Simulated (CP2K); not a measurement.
# SnTe (Fm-3m) in CP2K: notebook, part 3 of 4

CP2K 2026.2. The steps go on from the part before.

## Step 4: Band structure, PBEsol

snte_bands.inp

```
&GLOBAL
  PROJECT snte_bands
  RUN_TYPE ENERGY_FORCE
  PRINT_LEVEL LOW
&END GLOBAL
&FORCE_EVAL
  METHOD QS
  STRESS_TENSOR ANALYTICAL
  &DFT
    BASIS_SET_FILE_NAME BASIS_MOLOPT_UZH
    POTENTIAL_FILE_NAME POTENTIAL_UZH
    &MGRID
      CUTOFF 675
      REL_CUTOFF 60
      NGRIDS 5
    &END MGRID
    &QS
      METHOD GPW
      EPS_DEFAULT 1.0E-9
    &END QS
    &KPOINTS
      SCHEME MONKHORST-PACK 7 7 7
      GAMMA_CENTERED T
      SYMMETRY T
      SYMMETRY_BACKEND SPGLIB
    &END KPOINTS
    &SCF
      SCF_GUESS ATOMIC
      EPS_SCF 1.0E-6
      MAX_SCF 100
      ADDED_MOS 10
      CHOLESKY OFF
      EPS_EIGVAL 1.0E-7
      &DIAGONALIZATION ON
        ALGORITHM STANDARD
      &END DIAGONALIZATION
      &MIXING ON
        METHOD BROYDEN_MIXING
        ALPHA 0.4
        BETA 1.5
        NBUFFER 8
      &END MIXING
      &SMEAR ON
        METHOD FERMI_DIRAC
        ELECTRONIC_TEMPERATURE [K] 580.226
      &END SMEAR
    &END SCF
    &XC
      &XC_FUNCTIONAL
        &GGA_X_PBE_SOL
        &END GGA_X_PBE_SOL
        &GGA_C_PBE_SOL
        &END GGA_C_PBE_SOL
      &END XC_FUNCTIONAL
    &END XC
    &PRINT
      &KPOINTS ON
      &END KPOINTS
      &MULLIKEN ON
      &END MULLIKEN
      &MO ON
        ENERGIES T
        OCCUPATION_NUMBERS T
        &EACH
          QS_SCF 0
        &END EACH
        ADD_LAST NUMERIC
      &END MO
      &BAND_STRUCTURE
        FILE_NAME bands.bs
        ADDED_MOS 6
        &KPOINT_SET
          UNITS B_VECTOR
          NPOINTS 10
          SPECIAL_POINT GAMMA 0.00000000 0.00000000 0.00000000
          SPECIAL_POINT X 0.50000000 0.00000000 0.50000000
          SPECIAL_POINT W 0.50000000 0.25000000 0.75000000
          SPECIAL_POINT K 0.37500000 0.37500000 0.75000000
          SPECIAL_POINT GAMMA 0.00000000 0.00000000 0.00000000
          SPECIAL_POINT L 0.50000000 0.50000000 0.50000000
          SPECIAL_POINT U 0.62500000 0.25000000 0.62500000
          SPECIAL_POINT W 0.50000000 0.25000000 0.75000000
          SPECIAL_POINT L 0.50000000 0.50000000 0.50000000
          SPECIAL_POINT K 0.37500000 0.37500000 0.75000000
        &END KPOINT_SET
        &KPOINT_SET
          UNITS B_VECTOR
          NPOINTS 10
          SPECIAL_POINT U 0.62500000 0.25000000 0.62500000
          SPECIAL_POINT X 0.50000000 0.00000000 0.50000000
        &END KPOINT_SET
      &END BAND_STRUCTURE
    &END PRINT
  &END DFT
  &SUBSYS
    &CELL
      A 4.4559748030 0.0000000000 0.0000000000
      B 2.2279874015 3.8589873780 0.0000000000
      C 2.2279874015 1.2863291260 3.6382881914
      PERIODIC XYZ
    &END CELL
    &COORD
      Te  4.4559748030 2.5726582520 1.8191440957
      Sn  0.0000000000 0.0000000000 0.0000000000
    &END COORD
    &KIND Te
      BASIS_SET TZVP-MOLOPT-PBE-GTH-q6
      POTENTIAL GTH-PBE-q6
    &END KIND
    &KIND Sn
      BASIS_SET TZVP-MOLOPT-PBE-GTH-q4
      POTENTIAL GTH-PBE-q4
    &END KIND
    &PRINT
      &ATOMIC_COORDINATES ON
      &END ATOMIC_COORDINATES
      &CELL ON
      &END CELL
    &END PRINT
  &END SUBSYS
  &PRINT
    &FORCES ON
    &END FORCES
    &STRESS_TENSOR ON
    &END STRESS_TENSOR
  &END PRINT
&END FORCE_EVAL
```

Potentials or basis: POTENTIAL_UZH Te GTH-PBE-q6, Sn GTH-PBE-q4; TZVP-MOLOPT-PBE-GTH basis.

The run is started by

```console
$ OMP_NUM_THREADS=1 cp2k.psmp -i snte_bands.inp -o snte_bands.out
```

snte_bands.out:

```text

 CP2K| version string:                                       CP2K version 2026.2
 CP2K| Input file name                                            snte_bands.inp

 GLOBAL| Force Environment number                                              1
 GLOBAL| Basis set file name                                    BASIS_MOLOPT_UZH
 GLOBAL| Potential file name                                       POTENTIAL_UZH
 GLOBAL| MM Potential file name                                     MM_POTENTIAL
 GLOBAL| Coordinate file name                                      __STD_INPUT__
 GLOBAL| Method name                                                        CP2K
 GLOBAL| Project name                                                 snte_bands
 GLOBAL| Run type                                                   ENERGY_FORCE
 GLOBAL| FFT library                                                       FFTW3
 GLOBAL| Diagonalization library                                       ScaLAPACK
 GLOBAL| Cholesky decomposition library                                ScaLAPACK
 GLOBAL| DGEMM library                                                      BLAS
 GLOBAL| Direct generalized diagonalization requested                          F
 GLOBAL| Matrix multiplication library                                 ScaLAPACK
 GLOBAL| Global print level                                                  LOW
 GLOBAL| Total number of message passing processes                             1
 GLOBAL| Number of threads for this process                                    1
 GLOBAL| CPU model name                          AMD EPYC 9R45 96-Core Processor

 CELL| Volume [angstrom^3]:                                            62.562368
 CELL| Vector a [angstrom]:       4.456     0.000     0.000   |a| =     4.455975
 CELL| Vector b [angstrom]:       2.228     3.859     0.000   |b| =     4.455975
 CELL| Vector c [angstrom]:       2.228     1.286     3.638   |c| =     4.455975
 CELL| Angle (b,c), alpha [degree]:                                    60.000000
 CELL| Angle (a,c), beta  [degree]:                                    60.000000
 CELL| Angle (a,b), gamma [degree]:                                    60.000000
 CELL| Numerically orthorhombic:                                              NO
 CELL| Periodicity                                                           XYZ

 CELL_REF| Volume [angstrom^3]:                                        62.562368
 CELL_REF| Vector a [angstrom     4.456     0.000     0.000   |a| =     4.455975
 CELL_REF| Vector b [angstrom     2.228     3.859     0.000   |b| =     4.455975
 CELL_REF| Vector c [angstrom     2.228     1.286     3.638   |c| =     4.455975
 CELL_REF| Angle (b,c), alpha [degree]:                                60.000000
 CELL_REF| Angle (a,c), beta  [degree]:                                60.000000
 CELL_REF| Angle (a,b), gamma [degree]:                                60.000000
 CELL_REF| Numerically orthorhombic:                                          NO
 CELL_REF| Periodicity                                                       XYZ
[... 10 lines left out ...]

  Total number of            - Atomic kinds:                                   2
                             - Atoms:                                          2
                             - Shell sets:                                     2
                             - Shells:                                        14
                             - Primitive Cartesian functions:                  8
                             - Cartesian basis functions:                     36
                             - Spherical basis functions:                     34

  Maximum angular momentum of- Orbital basis functions:                        2
                             - Local part of the GTH pseudopotential:          0
                             - Non-local part of the GTH pseudopotential:      4

 MODULE QUICKSTEP: ATOMIC COORDINATES IN ANGSTROM

   Atom Kind Element         X             Y             Z       Z(eff)     Mass
      1    1 Te   52      4.455975      2.572658      1.819144   6.0000 127.6000
[... 92 lines left out ...]
  Total charge density g-space grids:          -0.0000000318

  Overlap energy of the core charge distribution:               0.00000000002362
  Self energy of the core charge distribution:                -25.12195712507676
  Core Hamiltonian energy:                                      5.10687232706675
  Hartree energy:                                              11.16864097901725
  Exchange-correlation energy:                                 -2.80657745198773
  Electronic entropic energy:                                  -0.00000220532892
  Fermi energy:                                                 0.18632357607421

  Total energy:                                               -11.65302347628282
  Total energy (extrapolated to T->0):                        -11.65302237361836

 MO| EIGENVALUES AND OCCUPATION NUMBERS FOR K POINT 1
 MO|
 MO|  Index      Eigenvalue [a.u.]        Eigenvalue [eV]             Occupation
 MO|      1              -0.244463              -6.652178               2.000000
 MO|      2              -0.116749              -3.176903               2.000000
 MO|      3               0.114389               3.112685               2.000000
 MO|      4               0.114389               3.112689               2.000000
 MO|      5               0.174178               4.739622               1.997310
 MO|      6               0.200161               5.446647               0.001072
 MO|      7               0.201448               5.481684               0.000532
 MO|      8               0.201448               5.481686               0.000532
 MO|      9               0.502755              13.680666               0.000000
 MO|     10               0.567962              15.455028               0.000000
 MO|     11               0.567962              15.455041               0.000000
 MO|     12               0.590230              16.060977               0.000000
 MO|     13               0.683849              18.608467               0.000000
[... 268 lines left out ...]
 MO|      4               0.109456               2.978452               2.000000
 MO|      5               0.154095               4.193136               2.000000
 MO|      6               0.231813               6.307952               0.000000
 MO|      7               0.231813               6.307958               0.000000
 MO|      8               0.235917               6.419640               0.000000
 MO|      9               0.444223              12.087915               0.000000
 MO|     10               0.476433              12.964393               0.000000
 MO|     11               0.476433              12.964400               0.000000
 MO|     12               0.610795              16.620567               0.000000
 MO|     13               0.632503              17.211282               0.000000
 MO|     14               0.632503              17.211285               0.000000
 MO|     15               0.801305              21.804618               0.000000
 MO| Sum:                                                              10.000000
 MO| E(Fermi):            0.186324 a.u.          5.070122 eV

 [... the levels of further k-points ...]

 !-----------------------------------------------------------------------------!
                     Mulliken Population Analysis

 #  Atom  Element  Kind  Atomic population                           Net charge
       1     Te       1          6.354372                             -0.354372
       2     Sn       2          3.645628                              0.354372
 # Total charge                             10.000000                  0.000000

 !-----------------------------------------------------------------------------!

 KPOINTS| Band Structure Calculation
 KPOINTS| Number of k-point sets                                               2
 KPOINTS| Number of added MOs/bands                                            6
 KPOINTS| Number of k-points in set    1                                      91
 KPOINTS| In units of b-vector [2pi/Bohr]
 KPOINTS| Special point     1       GAMMA     0.000000     0.000000     0.000000
 KPOINTS| Special point     2           X     0.500000     0.000000     0.500000
 KPOINTS| Special point     3           W     0.500000     0.250000     0.750000
 KPOINTS| Special point     4           K     0.375000     0.375000     0.750000
 KPOINTS| Special point     5       GAMMA     0.000000     0.000000     0.000000
 KPOINTS| Special point     6           L     0.500000     0.500000     0.500000
 KPOINTS| Special point     7           U     0.625000     0.250000     0.625000
 KPOINTS| Special point     8           W     0.500000     0.250000     0.750000
 KPOINTS| Special point     9           L     0.500000     0.500000     0.500000
 KPOINTS| Special point    10           K     0.375000     0.375000     0.750000
 KPOINTS| Number of k-points in set    2                                      11
 KPOINTS| In units of b-vector [2pi/Bohr]
 KPOINTS| Special point     1           U     0.625000     0.250000     0.625000
 KPOINTS| Special point     2           X     0.500000     0.000000     0.500000

 ENERGY| Total FORCE_EVAL ( QS ) energy [hartree]            -11.653023734184147

 FORCES| Atomic forces [hartree/bohr]
 FORCES|   Atom     x               y               z               |f|
 FORCES|      1 -1.09269407E-14 -5.39689899E-14  5.66570246E-14   7.90067614E-14
 FORCES|      2 -1.64293572E-15 -4.99559070E-15 -3.22191942E-15   6.16732754E-15
 FORCES| Sum    -1.25698764E-14 -5.89645806E-14  5.34351052E-14
 FORCES| Total atomic force                                       8.05613681E-14

 STRESS| Analytical stress tensor [bar]
 STRESS|                        x                   y                   z
 STRESS|      x        1.81683241517E+04  -8.65288288906E-03   9.78149505520E-03
 STRESS|      y       -8.65288288906E-03   1.81679616191E+04  -3.98641342424E-02
 STRESS|      z        9.78149505520E-03  -3.98641342424E-02   1.81674251377E+04
 STRESS| 1/3 Trace                                             1.81679036362E+04
 STRESS| Determinant                                           5.99672941217E+12

 STRESS| Eigenvectors and eigenvalues of the analytical stress tensor [bar]
 STRESS|                        1                   2                   3
 STRESS| Eigenvalues   1.81674220995E+04   1.81679643222E+04   1.81683244868E+04
 STRESS|      x          -0.010108440105      0.025965384455      0.999611733749
 STRESS|      y           0.073522324117      0.996976314731     -0.025153443528
 STRESS|      z           0.997242341307     -0.073239515802      0.011986910775
```

Wall time 8.9 s (1 thread of AMD EPYC 9R45 (Zen 5), shared host); peak memory 0.45 GiB.

Results:

```
Free energy             : -317.0949 eV
Pressure                : 1.8 GPa
Band gap along the path : 0.14 eV, indirect (least direct gap 0.21 eV)
Mulliken charges        : Te -0.35; Sn +0.35 e
```

Levels at the corners of the path, in eV from the Fermi level:
| point | band 3 | band 4 | band 5 | band 6 | band 7 | band 8 |
| --- | --- | --- | --- | --- | --- | --- |
| Γ | -2.19 | -2.19 | -2.19 | 3.43 | 3.43 | 3.43 |
| X | -5.76 | -3.85 | -3.85 | 2.70 | 5.05 | 5.05 |
| W | -5.00 | -5.00 | -0.90 | 0.78 | 5.20 | 5.20 |
| K | -5.36 | -3.37 | -2.84 | 2.99 | 3.24 | 5.10 |
| Γ | -2.19 | -2.19 | -2.19 | 3.43 | 3.43 | 3.43 |
| L | -1.93 | -1.93 | -0.11 | 0.10 | 0.29 | 0.29 |
| U | -5.36 | -3.37 | -2.84 | 2.99 | 3.24 | 5.10 |
| W | -5.00 | -5.00 | -0.90 | 0.78 | 5.20 | 5.20 |
| L | -1.93 | -1.93 | -0.11 | 0.10 | 0.29 | 0.29 |
| K | -5.36 | -3.37 | -2.84 | 2.99 | 3.24 | 5.10 |
| U | -5.36 | -3.37 | -2.84 | 2.99 | 3.24 | 5.10 |
| X | -5.76 | -3.85 | -3.85 | 2.70 | 5.05 | 5.05 |

Caveat: Mulliken charges move with the basis; this odd mesh misses L, where the gap lies, so gap, dielectric constants and Born charges aren't listed; the potentials were made for another functional, which shifts forces and pressure; spin-orbit coupling is left out, which moves the levels of the heavy elements; the basis of atomic orbitals isn't converged, which shifts pressures, moduli and gaps.

(Part 3 of 4 ends here.)
